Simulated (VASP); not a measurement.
Here is a VASP 6.6.1 calculation.

Contents of INCAR:

```
SYSTEM = Cs2SnI6
ALGO     = Normal         ! electronic algorithm
EDIFF    = 1E-7           ! SCF threshold, eV
EDIFFG   = -0.005         ! ionic threshold
ENCUT    = 600            ! plane-wave cutoff, eV
GGA      = CA             ! functional
IBRION   = 2              ! ionic algorithm
ISIF     = 3              ! what is computed and relaxed
ISMEAR   = 0              ! smearing method
KPAR     = 2            
LASPH    = .True.         ! aspherical terms in the spheres
LCHARG   = .False.        ! write CHGCAR
LREAL    = .False.        ! projectors in reciprocal space
LWAVE    = .False.        ! write WAVECAR
NELM     = 80             ! most SCF steps
NSW      = 90             ! ionic steps
PREC     = Accurate       ! precision mode
SIGMA    = 0.03           ! smearing width, eV
```

File KPOINTS:

```
k-points
0
Gamma
  6 6 6
  0 0 0
```

POSCAR

```
Cs2SnI6                                 
1.0
    0.0000000000      5.6480890754      5.6480890754
    5.6480890754      0.0000000000      5.6480890754
    5.6480890754      5.6480890754     -0.0000000000
  Cs              Sn              I             
     2     1     6
Direct
     0.2500000000000000    0.2500000000000000    0.2500000000000000
     0.7500000000000000    0.7500000000000000    0.7500000000000000
     0.0000000000000000    0.0000000000000000    0.0000000000000000
     0.7479410438730387    0.2520589561269613    0.2520589561269613
     0.2520589561269613    0.7479410438730387    0.2520589561269613
     0.2520589561269613    0.7479410438730387    0.7479410438730387
     0.7479410438730387    0.2520589561269613    0.7479410438730387
     0.2520589561269613    0.2520589561269613    0.7479410438730387
     0.7479410438730387    0.7479410438730387    0.2520589561269613
```

Potentials or basis: VASP PAW LDA potentials, release 64 (Cs_sv, Sn_d, I).

Launch:

```sh
$ cat potpaw_LDA.64/Cs_sv/POTCAR potpaw_LDA.64/Sn_d/POTCAR potpaw_LDA.64/I/POTCAR > POTCAR
$ mpirun -np 2 vasp_std > vasp.out
```

**Question.** Estimate the band gap on the k mesh.

**Answer.** None (metal or under the smearing width).

**Question.** Estimate the relaxed cell.

**Answer.** a = 7.987 Å, b = 7.987 Å, c = 7.987 Å, α = 60.00°, β = 60.00°, γ = 60.00°.

Forces in eV/Å, atoms in the order of the input:
```
Cs   0.000  0.000  0.000
Cs   0.000  0.000  0.000
Sn   0.000  0.000  0.000
I    0.004  0.000  0.000
I    0.000  0.004  0.000
I   -0.004  0.000  0.000
I    0.000 -0.004  0.000
I    0.000  0.000  0.004
I    0.000  0.000 -0.004
```

Spin-orbit coupling is left out, which matters for the levels of Cs, I.
